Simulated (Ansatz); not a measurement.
**Cu2O: band gap under strain**

How does strain move the band edges of Cu2O in the database structure, and do the functionals agree on it? States: no strain; -4.0 % equal strain in all directions; -3.0 % equal strain in all directions.

Code: Ansatz 0.2.0. PAW datasets, plane waves. No spin polarisation and no zero-point or thermal motion.

**1. Starting point**

The unstrained cell was relaxed with r2SCAN; in each strained cell the atoms were relaxed again with r2SCAN. Names of k-points are those of the unstrained zone, where strain can split equivalent points. First state: no strain.

The symmetry is Pn-3m (No. 224, cubic); conventional cell a = 4.246 Å, 12.76 Å³ an atom. Cu has 2 O at 1.84 Å; O has 4 Cu at 1.84 Å.

As a file:

```cif
data_structure
_symmetry_space_group_name_H-M 'Pn-3m:1'
_symmetry_Int_Tables_number 224
_cell_length_a 4.2461
_cell_length_b 4.2461
_cell_length_c 4.2461
_cell_angle_alpha 90.000
_cell_angle_beta 90.000
_cell_angle_gamma 90.000
_cell_volume 76.55
loop_
_atom_site_label
_atom_site_type_symbol
_atom_site_symmetry_multiplicity
_atom_site_Wyckoff_symbol
_atom_site_fract_x
_atom_site_fract_y
_atom_site_fract_z
_atom_site_occupancy
Cu1 Cu 4 c 0.25000 0.25000 0.75000 1
O1 O 2 a 0.50000 0.50000 0.50000 1
```

**2. No strain: PBE**

input.yaml reads:

```yaml
crystal:
  lattice:
    - [4.2460802982, 0.0, 0.0]
    - [0.0, 4.2460802982, 0.0]
    - [0.0, 0.0, 4.2460802982]
  atoms:
    - { symbol: Cu, position: [0.25, 0.25, 0.75] }
    - { symbol: Cu, position: [0.75, 0.25, 0.25] }
    - { symbol: Cu, position: [0.25, 0.75, 0.25] }
    - { symbol: Cu, position: [0.75, 0.75, 0.75] }
    - { symbol: O, position: [0.5, 0.5, 0.5] }
    - { symbol: O, position: [0.0, 0.0, 0.0] }
kpoints:
  mp_grid: { grid: [6, 6, 6] }
  band_path:
    path: [[0.0, 0.0, 0.0], [0.0, 0.5, 0.0], [0.5, 0.5, 0.0], [0.5, 0.5, 0.5]]
    npoints: 1
hamiltonian:
  xc: pbe
scf:
  occupations: { method: fermi_dirac, width: 0.02 }
  n_extra_bands: 5
output:
  forces: true
  stress: true
  eigenvalues: true
  write_density: true
  write_potential: true
  elf: true
  volumetric_format: npy
```

Launch:

```sh
> ansatz run input.yaml --threads 2 --pin off --max-ram 18432MiB --backend cpu --events-out ev --progress --plain --runs-dir out
```

After this run come: No strain: r2SCAN; No strain: HSE06; No strain: r2SCAN; -4.0 % equal strain in all directions: PBE; -4.0 % equal strain in all directions: r2SCAN; -4.0 % equal strain in all directions: HSE06; -4.0 % equal strain in all directions: r2SCAN; -3.0 % equal strain in all directions: PBE; -3.0 % equal strain in all directions: r2SCAN; -3.0 % equal strain in all directions: HSE06; -3.0 % equal strain in all directions: r2SCAN.

Before running it: what results should come out?

**Answer**, as computed:

Least gap in eV (negative: overlap), with the change from the unstrained cell in brackets:

| state | volume change (%) | PBE | r2SCAN | HSE06 |
| --- | --- | --- | --- | --- |
| no strain | +0.0 | 0.56 | 0.79 | 2.03 |
| -4.0 % equal strain in all directions | -11.5 | 0.71 (+0.15) | 0.97 (+0.18) | 1.93 (-0.10) |
| -3.0 % equal strain in all directions | -8.7 | 0.79 (+0.23) | 1.03 (+0.24) | 2.07 (+0.04) |

The largest move of the HSE06 gap in the table is -0.099 eV, under -4.0 % equal strain in all directions. PBE and HSE06 differ by 1.48 eV on the unstrained gap, and by at most 0.26 eV on its change.
